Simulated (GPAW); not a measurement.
Pb, 1 atom in the cell. The structure is cubic, space group Fm-3m (No. 225). The conventional cell has a = 4.950 Å, b = 4.950 Å, c = 4.950 Å, α = 90.00°, β = 90.00°, γ = 90.00°. Pb (site symmetry m-3m) has 12 Pb at 3.50 Å as nearest neighbours. 

```yaml
Program: GPAW 26.7.0
Task: single point
Functional: PBE
Potentials_or_basis: GPAW PAW data sets (gpaw-data 1.2.1)
Cutoff: 600 eV
Basis: pw
k_mesh: 9 × 9 × 9
Occupations: gaussian, width 0.015 eV
Spin: no spin polarisation
Maxiter: 150
```

Potentials or basis: GPAW PAW data sets (gpaw-data 1.2.1), pw.

Run with:

```bash
$ OMP_NUM_THREADS=1 python run.py
```

Hardware: 1 thread of Arm Neoverse V1 (shared host).

Question: How long does it take, and how much memory?

Answer: Wall time 7.4 s on 1 thread of Arm Neoverse V1, on a shared host, peak memory 0.14 GiB. Counts: scf iterations 8, plane waves 1022, bands 14, k points 35.
